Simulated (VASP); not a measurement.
# InP (F-43m) in VASP: a series of runs

One crystal, InP, is run at these levels: PBE; tasks: single point.

All numbers are computed with VASP 6.6.1; they aren't measurements. Logs are shortened: lines on timing, memory, paths and dates and some standing lists are left out, and cuts for length are marked.

**Experimental background.**

From a printed reference work, data compilation, for a bulk crystal of InP at 1.6 K: band gap 1.4236 eV (direct).

The results are compared with them further down.

**1. Starting point**

It takes space group F-43m (No. 216, cubic). Conventional cell: a = 5.861 Å, b = 5.861 Å, c = 5.861 Å, α = 90.00°, β = 90.00°, γ = 90.00°. In (site symmetry -43m) has 4 P at 2.54 Å as nearest neighbours. P (site symmetry -43m) is surrounded by 4 In at 2.54 Å.

**2. Single point, PBE**

INCAR reads:

```
ALGO = Normal ; EDIFF = 1E-7
ENCUT = 520 ; GGA = PE
ISIF = 2 ; ISMEAR = 0
LASPH = T ; LCHARG = F
LREAL = F ; LWAVE = F
NBANDS = 16 ; NELM = 100
PREC = Accurate ; SIGMA = 0.05
```

KPOINTS reads:

```
k-points
0
Gamma
  10 10 10
```

POSCAR reads:

```
InP
1.0
    0.0000000000      2.9305000000      2.9305000000
    2.9305000000      0.0000000000      2.9305000000
    2.9305000000      2.9305000000      0.0000000000
In P
1 1
Direct
    0.0000000000      0.0000000000      0.0000000000
    0.7500000000      0.7500000000      0.7500000000
```

Potentials or basis: VASP PAW PBE potentials, release 64 (In_d, P).

Launch:

```bash
$ cat potpaw_PBE.64/In_d/POTCAR potpaw_PBE.64/P/POTCAR > POTCAR
$ mpirun -np 1 vasp_std > vasp.out
```

OUTCAR:

```text
EDIFF = 1E-7
   ENCUT = 520
   GGA = PE
   ISIF = 2
   ISMEAR = 0
   LASPH = T
   LREAL = F
   NELM = 100
   PREC = Accurate

 ion  position               nearest neighbor table
   1  0.000  0.000  0.000-   2 2.54   2 2.54   2 2.54   2 2.54
   2  0.750  0.750  0.750-   1 2.54   1 2.54   1 2.54   1 2.54

  LATTYP: Found a face centered cubic cell.
 ALAT       =     5.8610000000

  Lattice vectors:

 A1 = (   0.0000000000,   2.9305000000,   2.9305000000)
 A2 = (   2.9305000000,   0.0000000000,   2.9305000000)
 A3 = (   2.9305000000,   2.9305000000,   0.0000000000)

Analysis of symmetry for initial positions (statically):
=====================================================================
 Subroutine PRICEL returns:
 Original cell was already a primitive cell.

 Routine SETGRP: Setting up the symmetry group for a
 face centered cubic supercell.

 Subroutine GETGRP returns: Found 24 space group operations
 (whereof 24 operations were pure point group operations)
 out of a pool of 48 trial point group operations.

The static configuration has the point symmetry T_d .

Analysis of symmetry for dynamics (positions and initial velocities):
=====================================================================
 Subroutine PRICEL returns:
 Original cell was already a primitive cell.

 Routine SETGRP: Setting up the symmetry group for a
 face centered cubic supercell.

 Subroutine GETGRP returns: Found 24 space group operations
 (whereof 24 operations were pure point group operations)
 out of a pool of 48 trial point group operations.

The dynamic configuration has the point symmetry T_d .

 Subroutine INISYM returns: Found 24 space group operations
 (whereof 24 operations are pure point group operations),
 and found     1 'primitive' translations

----------------------------------------------------------------------------------------

                                     Primitive cell

  volume of cell :      50.3333

  direct lattice vectors                    reciprocal lattice vectors
     0.000000000  2.930500000  2.930500000    -0.170619348  0.170619348  0.170619348
     2.930500000  0.000000000  2.930500000     0.170619348 -0.170619348  0.170619348
     2.930500000  2.930500000  0.000000000     0.170619348  0.170619348 -0.170619348

  length of vectors
     4.144352845  4.144352845  4.144352845     0.295521380  0.295521380  0.295521380

  position of ions in fractional coordinates (direct lattice)
     0.000000000  0.000000000  0.000000000
     0.750000000  0.750000000  0.750000000

  ion indices of the primitive-cell ions
   primitive index   ion index
                 1           1
                 2           2

----------------------------------------------------------------------------------------

 KPOINTS: k-points

Automatic generation of k-mesh.
 Grid dimensions read from file:
 generate k-points for:   10   10   10

 Generating k-lattice:

  Cartesian coordinates                     Fractional coordinates (reciprocal lattice)
    -0.017061935  0.017061935  0.017061935     0.100000000  0.000000000  0.000000000
     0.017061935 -0.017061935  0.017061935     0.000000000  0.100000000  0.000000000
     0.017061935  0.017061935 -0.017061935     0.000000000  0.000000000  0.100000000

  Length of vectors
     0.029552138  0.029552138  0.029552138

  Shift w.r.t. Gamma in fractional coordinates (k-lattice)
     0.000000000  0.000000000  0.000000000

 Subroutine IBZKPT returns following result:
 ===========================================

 Found     47 irreducible k-points:

 Following reciprocal coordinates:
            Coordinates               Weight
  0.000000  0.000000  0.000000      1.000000
  0.100000  0.000000  0.000000      8.000000
  0.200000  0.000000  0.000000      8.000000
  0.300000  0.000000  0.000000      8.000000
  0.400000  0.000000  0.000000      8.000000
  0.500000  0.000000  0.000000      4.000000
[... 16 lines left out ...]
  0.300000  0.300000  0.000000      6.000000
  0.400000  0.300000  0.000000     24.000000
 [... further k-points ...]
   k-points           NKPTS =     47   k-points in BZ     NKDIM =     47   number of bands    NBANDS=     16
   number of dos      NEDOS =    301   number of ions     NIONS =      2
   total plane-waves  NPLWV =  32768
   dimension x,y,z NGX =    32 NGY =   32 NGZ =   32
   dimension x,y,z NGXF=    64 NGYF=   64 NGZF=   64
   ions per type =               1   1
   NGX,Y,Z   is equivalent  to a cutoff of  12.84, 12.84, 12.84 a.u.
   NGXF,Y,Z  is equivalent  to a cutoff of  25.67, 25.67, 25.67 a.u.
 SYSTEM =  unknown system
   PREC   = accura    normal or accurate (medium, high low for compatibility)
   ISTART =      0    job   : 0-new  1-cont  2-samecut
   ICHARG =      2    charge: 1-file 2-atom 10-const
   ISPIN  =      1    spin polarized calculation?
   LNONCOLLINEAR =      F non collinear calculations
   LSORBIT =      F    spin-orbit coupling
   LASPH  =      T    aspherical Exc in radial PAW
   ENCUT  =  520.0 eV  38.22 Ry    6.18 a.u.   7.71  7.71  7.71*2*pi/ulx,y,z
   NELM   =    100;   NELMIN=  2; NELMDL= -5     # of ELM steps
   EDIFF  = 0.1E-06   stopping-criterion for ELM
   LREAL  =      F    real-space projection
   EDIFFG = 0.1E-05   stopping-criterion for IOM
   NSW    =      0    number of steps for IOM
   IBRION =     -1    ionic relax: 0-MD 1-quasi-New 2-CG
   NFREE  =      0    steps in history (QN), initial steepest desc. (CG)
   ISIF   =      2    stress and relaxation
   ISYM   =      2    0-nonsym 1-usesym 2-fastsym
   POTIM  = 0.5000    time-step for ionic-motion
   TEBEG  =    0.0;   TEEND  =   0.0 temperature during run
   PSTRESS=    0.0 pullay stress
   NELECT =      18.0000    total number of electrons
   NUPDOWN=      -1.0000    fix difference up-down
   EMIN   =  10.00;   EMAX   =-10.00  energy-range for DOS
   EFERMI =   0.00;   METHOD = LEGACY
   ISMEAR =     0;   SIGMA  =   0.05  broadening in eV -4-tet -1-fermi 0-gaus
   EFERMI_NEDOS =   21; number of points for ismear=-14 and -15
   IALGO  =     38    algorithm
   IMIX   =      4    mixing-type and parameters
     AMIX     =   0.40;   BMIX     =  1.00
     AMIX_MAG =   1.60;   BMIX_MAG =  1.00
  volume/ion in A,a.u.               =      25.17       169.83
  Fermi-wavevector in a.u.,A,eV,Ry     =   1.162021  2.195901 18.371846  1.350293
  Thomas-Fermi vector in A             =   2.298587
   LORBIT       =      0    0 simple, 1 ext, 2 COOP (PROOUT), +10 PAW based schemes
   GGA     = PE    functional components
   LHFCALC =     F    Hartree Fock is set to
   AEXX    =    0.0000 exact exchange contribution
   IVDW    =     0    specifies the selected vdW correction
   LEPSILON=     F    determine dielectric tensor
   LRPA    =     F    only Hartree local field effects (RPA)
 non-spin polarized calculation
 Gauss-broadening in eV      SIGMA  =   0.05
  energy-cutoff  :      520.00
  volume of cell :       50.33
 maximum number of plane-waves:      1380
   NGX = 15   NGY = 15   NGZ = 15

 number of electron      18.0000005 magnetization

 Free energy of the ion-electron system (eV)
  ---------------------------------------------------
  ext. energy  EPLUGINS =         0.00000000
  ---------------------------------------------------
  free energy    TOTEN  =        -8.38247497 eV

  energy without entropy =       -8.38247497  energy(sigma->0) =       -8.38247497

 E-fermi :   5.4146     XC(G=0):  -9.2831

 val. band max:        5.1882107874   @ k =   0.0000   0.0000   0.0000
 cond. band min:       5.9006723152   @ k =   0.0000   0.0000   0.0000
 fundamental gap:      0.7124615279
 Fermi energy:         5.4146244487

 k-point     1 :       0.0000    0.0000    0.0000
  band No.  band energies     occupation
      1      -8.9966      2.00000
      2      -8.9966      2.00000
      3      -8.9966      2.00000
      4      -8.8444      2.00000
      5      -8.8444      2.00000
      6      -6.3290      2.00000
[... 8 lines left out ...]
     15      14.6380      0.00000
     16      14.6380      0.00000

 k-point     2 :       0.1000    0.0000    0.0000
  band No.  band energies     occupation
      1      -9.0090      2.00000
      2      -8.9917      2.00000
      3      -8.9917      2.00000
      4      -8.8444      2.00000
      5      -8.8444      2.00000
      6      -6.2140      2.00000
[... 8 lines left out ...]
     15      14.1510      0.00000
     16      14.3355      0.00000

 k-point     3 :       0.2000    0.0000    0.0000
  band No.  band energies     occupation
      1      -9.0404      2.00000
      2      -8.9797      2.00000
      3      -8.9797      2.00000
      4      -8.8434      2.00000
      5      -8.8434      2.00000
      6      -5.8838      2.00000
[... 8 lines left out ...]
     15      13.7331      0.00000
     16      14.5720      0.00000

 k-point     4 :       0.3000    0.0000    0.0000
  band No.  band energies     occupation
      1      -9.0771      2.00000
      2      -8.9675      2.00000
      3      -8.9675      2.00000
      4      -8.8394      2.00000
      5      -8.8394      2.00000
      6      -5.3897      2.00000
[... 8 lines left out ...]
     15      14.0242      0.00000
     16      14.1403      0.00000

 k-point     5 :       0.4000    0.0000    0.0000
  band No.  band energies     occupation
      1      -9.1053      2.00000
      2      -8.9599      2.00000
      3      -8.9599      2.00000
      4      -8.8337      2.00000
      5      -8.8337      2.00000
      6      -4.8631      2.00000
[... 8 lines left out ...]
     15      14.9893      0.00000
     16      14.9893      0.00000

 k-point     6 :       0.5000    0.0000    0.0000
  band No.  band energies     occupation
      1      -9.1159      2.00000
      2      -8.9577      2.00000
      3      -8.9577      2.00000
      4      -8.8309      2.00000
      5      -8.8309      2.00000
      6      -4.6046      2.00000
[... 8 lines left out ...]
     15      15.8323      0.00000
     16      15.8323      0.00000

 k-point     7 :       0.1000    0.1000    0.0000
  band No.  band energies     occupation
      1      -9.0184      2.00000
      2      -8.9870      2.00000
      3      -8.9870      2.00000
      4      -8.8483      2.00000
      5      -8.8411      2.00000
      6      -6.1760      2.00000
[... 8 lines left out ...]
     15      14.5769      0.00000
     16      14.7285      0.00000

 k-point     8 :       0.2000    0.1000    0.0000
  band No.  band energies     occupation
      1      -9.0443      2.00000
      2      -8.9770      2.00000
      3      -8.9748      2.00000
      4      -8.8515      2.00000
      5      -8.8377      2.00000
      6      -5.9179      2.00000
[... 8 lines left out ...]
     15      14.5236      0.00000
     16      15.3330      0.00000

 k-point     9 :       0.3000    0.1000    0.0000
  band No.  band energies     occupation
      1      -9.0761      2.00000
      2      -8.9666      2.00000
      3      -8.9617      2.00000
      4      -8.8510      2.00000
      5      -8.8336      2.00000
      6      -5.4758      2.00000
[... 8 lines left out ...]
     15      14.6243      0.00000
     16      15.0223      0.00000
[... 172 lines left out ...]
 k-point    19 :       0.5000    0.2000    0.0000
  band No.  band energies     occupation
      1      -9.1290      2.00000
      2      -8.9444      2.00000
      3      -8.9327      2.00000
      4      -8.8548      2.00000
      5      -8.8260      2.00000
      6      -4.4360      2.00000
[... 8 lines left out ...]
     15      15.9108      0.00000
     16      16.5984      0.00000

 k-point    20 :      -0.4000    0.2000    0.0000
  band No.  band energies     occupation
      1      -9.1259      2.00000
      2      -8.9474      2.00000
      3      -8.9355      2.00000
      4      -8.8452      2.00000
      5      -8.8341      2.00000
      6      -4.3615      2.00000
[... 8 lines left out ...]
     15      14.6720      0.00000
     16      16.3613      0.00000

 k-point    21 :      -0.3000    0.2000    0.0000
  band No.  band energies     occupation
      1      -9.1109      2.00000
      2      -8.9514      2.00000
      3      -8.9446      2.00000
      4      -8.8440      2.00000
      5      -8.8384      2.00000
      6      -4.7228      2.00000
[... 8 lines left out ...]
     15      15.4890      0.00000
     16      16.6364      0.00000

 k-point    22 :      -0.2000    0.2000    0.0000
  band No.  band energies     occupation
      1      -9.0875      2.00000
      2      -8.9593      2.00000
      3      -8.9577      2.00000
      4      -8.8492      2.00000
      5      -8.8361      2.00000
      6      -5.2226      2.00000
[... 8 lines left out ...]
     15      15.4641      0.00000
     16      16.5401      0.00000

 k-point    23 :       0.3000    0.3000    0.0000
  band No.  band energies     occupation
      1      -9.1262      2.00000
      2      -8.9292      2.00000
      3      -8.9292      2.00000
      4      -8.8761      2.00000
      5      -8.8214      2.00000
      6      -5.0772      2.00000
[... 8 lines left out ...]
     15      15.3756      0.00000
     16      18.1295      0.00000

 k-point    24 :       0.4000    0.3000    0.0000
  band No.  band energies     occupation
      1      -9.1458      2.00000
      2      -8.9200      2.00000
      3      -8.9167      2.00000
      4      -8.8796      2.00000
      5      -8.8178      2.00000
      6      -4.6582      2.00000
[... 8 lines left out ...]
     15      15.7972      0.00000
     16      17.9488      0.00000

 [... further k-points ...]

------------------------ aborting loop because EDIFF is reached ----------------------------------------

  FORCE on cell =-STRESS in cart. coord.  units (eV):
  Direction    XX          YY          ZZ          XY          YZ          ZX
  --------------------------------------------------------------------------------------
  -------------------------------------------------------------------------------------
  Total        1.0331854      1.0331854      1.0331854      0.0000000      0.0000000      0.0000000
  in kB       32.8877132     32.8877132     32.8877132      0.0000000      0.0000000      0.0000000
  external PRESSURE =      32.8877132 kB  Pullay stress =       0.0000000 kB

 VOLUME and BASIS-vectors are now :
 -----------------------------------------------------------------------------
  energy-cutoff  :      520.00
  volume of cell :       50.33
      direct lattice vectors                 reciprocal lattice vectors
     0.000000000  2.930500000  2.930500000    -0.170619348  0.170619348  0.170619348
     2.930500000  0.000000000  2.930500000     0.170619348 -0.170619348  0.170619348
     2.930500000  2.930500000  0.000000000     0.170619348  0.170619348 -0.170619348

 POSITION                                       TOTAL-FORCE (eV/Angst)
 -----------------------------------------------------------------------------------
      0.00000      0.00000      0.00000         0.000000      0.000000      0.000000
      4.39575      4.39575      4.39575        -0.000000     -0.000000     -0.000000
 -----------------------------------------------------------------------------------
    total drift:                                0.000000      0.000000      0.000000

  FREE ENERGIE OF THE ION-ELECTRON SYSTEM (eV)
  ---------------------------------------------------
  free  energy   TOTEN  =        -8.3824749690 eV

  energy  without entropy=       -8.3824749690  energy(sigma->0) =       -8.38247497
```

Wall time 30 s (1 thread of Intel Xeon Platinum 8488C (Sapphire Rapids), shared host); peak memory 0.19 GiB.

Results:

```yaml
Free_energy: -8.3825 eV
Pressure: 3.3 GPa
Band_gap_on_the_k_mesh: 0.71 eV, direct
```

Levels at points of the mesh, in eV from the valence-band top:
```tsv
k point	band 6	band 7	band 8	band 9	band 10	band 11	band 12	band 13
(0.00, 0.00, 0.00)	-11.52	0.00	0.00	0.00	0.71	4.09	4.09	4.09
(0.50, 0.00, 0.00)	-9.79	-5.73	-0.97	-0.97	1.50	4.81	4.81	7.10
(0.50, 0.50, 0.00)	-9.14	-5.75	-2.32	-2.32	1.76	2.27	9.21	9.60
```

Caveat: spin-orbit coupling is left out, which moves the levels of the heavy elements.

**3. Single point, PBE**

INCAR reads:

```
SYSTEM = InP
ALGO     = Normal         ! electronic algorithm
EDIFF    = 1E-7           ! SCF threshold, eV
ENCUT    = 520            ! plane-wave cutoff, eV
GGA      = PE             ! functional
ISIF     = 2              ! what is computed and relaxed
ISMEAR   = 0              ! smearing method
LASPH    = .True.         ! aspherical terms in the spheres
LCHARG   = .False.        ! write CHGCAR
LREAL    = .False.        ! projectors in reciprocal space
LWAVE    = .False.        ! write WAVECAR
NBANDS   = 16             ! bands
NELM     = 100            ! most SCF steps
PREC     = Accurate       ! precision mode
SIGMA    = 0.05           ! smearing width, eV
```

KPOINTS reads:

```
k-points
0
Gamma
  8 8 8
  0 0 0
```

POSCAR is that of step 2.

Potentials or basis: VASP PAW PBE potentials, release 64 (In_d, P).

Launch:

```bash
$ cat potpaw_PBE.64/In_d/POTCAR potpaw_PBE.64/P/POTCAR > POTCAR
$ mpirun -np 1 vasp_std > vasp.out
```

It took 16 s on 1 thread of Intel Xeon Platinum 8488C (Sapphire Rapids), shared host; peak memory 0.18 GiB.

Results (log left out):

* Free energy: -8.3808 eV
* Pressure: 3.3 GPa
* Band gap on the k mesh: 0.71 eV, direct

Levels at points of the mesh, in eV from the valence-band top:
```tsv
k point	band 7	band 8	band 9	band 10	band 11	band 12
(0.00, 0.00, 0.00)	0.00	0.00	0.00	0.71	4.09	4.09
(0.50, 0.00, 0.00)	-5.73	-0.97	-0.97	1.50	4.81	4.81
(0.50, 0.50, 0.00)	-5.75	-2.32	-2.32	1.76	2.27	9.21
```

Caveat: spin-orbit coupling is left out, which moves the levels of the heavy elements.

**4. Comparison with measurements**

Step 2. Against the measured gap of InP, 1.4236 eV (direct; 1.6 K; a printed reference work, data compilation), the calculated 0.71 eV is off by -0.71 eV. Spin-orbit coupling on In is left out. The value is that of PBE, without temperature or zero-point motion. Semilocal functionals fall short of measured gaps as a rule.

Step 3. A measured gap of InP is 1.4236 eV (direct; 1.6 K; a printed reference work, data compilation); the calculated 0.71 eV misses it by -0.71 eV. Spin-orbit coupling on In is left out. The value is that of PBE, without temperature or zero-point motion. Semilocal functionals fall short of measured gaps as a rule.
